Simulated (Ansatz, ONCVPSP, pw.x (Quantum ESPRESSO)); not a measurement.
## Ge: one change to the ONCV potential, in the atom and in the fcc crystal

* Element: germanium (Ge)
* Generator: ONCVPSP 4.0.1.1 (patched build)
* Type: optimised norm-conserving Vanderbilt (ONCV)
* Functional: PBE
* Relativity: scalar-relativistic
* Frozen core: [Ar] 3d10
* Valence charge: 4
* Reference configuration: 4s2 4p2
* Partial waves: 4s: rc 1.70 bohr, ncon 4, nbas 7, qcut 4.3 1/bohr, 2 projectors, debl 3.7 Ha; 4p: rc 2.10 bohr, ncon 4, nbas 9, qcut 4.3 1/bohr, 2 projectors, debl 0.6 Ha; d scattering state at 0.08 Ha: rc 1.85 bohr, ncon 4, nbas 8, qcut 5.7 1/bohr, 2 projectors, debl 2.7 Ha
* Local potential: polynomial inside 1.40 bohr (lpopt 3, dvloc0 1 Ha)
* Core correction: Teter function, fcfact 4.25, rcfact 1.55

Change: core correction Teter function, fcfact 1.3, rcfact 1.55.

Cutoffs, loose and tight: the cutoffs (Ha) at which the residual kinetic energy of the hardest occupied pseudo-wave falls to 1 and 0.1 mHa per electron. They do not see the model core or the augmentation charge, which bear on the density cutoff. Test errors are all-electron minus pseudo excitation energies from the reference, over the configurations 4s2 4p1; 4s2 4p0; 4s1 4p0; 4s0 4p4; variants that change the core or the reference have their own tests.

Crystal test: fcc Ge in pw.x 7.5, no spin, 13³ k-points, Fermi–Dirac smearing 0.01 Ry, cutoffs set for each file from its atomic test. The reference is all-electron LAPW (Ansatz 0.2.0) with the same functional, mesh and smearing; V0 and B0 come from Birch–Murnaghan fits to the pressures at five volumes. Errors are pseudo minus all-electron; Δ is the rms difference of the E(V) curves that follow from these fits, minima aligned, over ±6 % about the mean V0. Mesh and smearing are coarse, so the numbers serve the comparison and aren't converged zero-temperature values; the lattice is a test structure that the element need not adopt.

All-electron: a0 = 4.278 Å (V0 = 19.58 Å³/atom), B0 = 60.8 GPa.

Problem. Does the change bring the crystal closer to the all-electron result?

Solution. The mean pressure error goes from -1.81 to -1.19 GPa, so the change moves the solid closer to the all-electron pressures. The B0 error goes the other way, from +2.1 to +3.3 %.

```csv
quantity,base,changed
outcome (atom),generated,generated
"cutoff, loose (atom)",8.8 Ha,8.8 Ha
"cutoff, tight (atom)",21 Ha,21 Ha
bound ghosts (atom),none,none
largest test error (meV) (atom),-645,-228
cutoffs in pw.x (Ry),50/200,50/200
a0 (Å),4.235,4.250
a0 error (%),-1.02,-0.65
B0 error (%),+2.1,+3.3
Δ (meV/atom),8.0,5.1
mean pressure error (GPa),-1.81,-1.19
```

Base: This is a poor potential for the solid. The generator flags a localised state at positive energy (d at 8 eV). The cutoffs count occupied waves only; projector 2 of the d channel, the hardest unoccupied one, needs 90 Ha at the loose tolerance. Changed file: This is a poor potential for the solid. The generator flags a localised state at positive energy (d at 8 eV). The cutoffs count occupied waves only; projector 2 of the d channel, the hardest unoccupied one, needs 90 Ha at the loose tolerance.
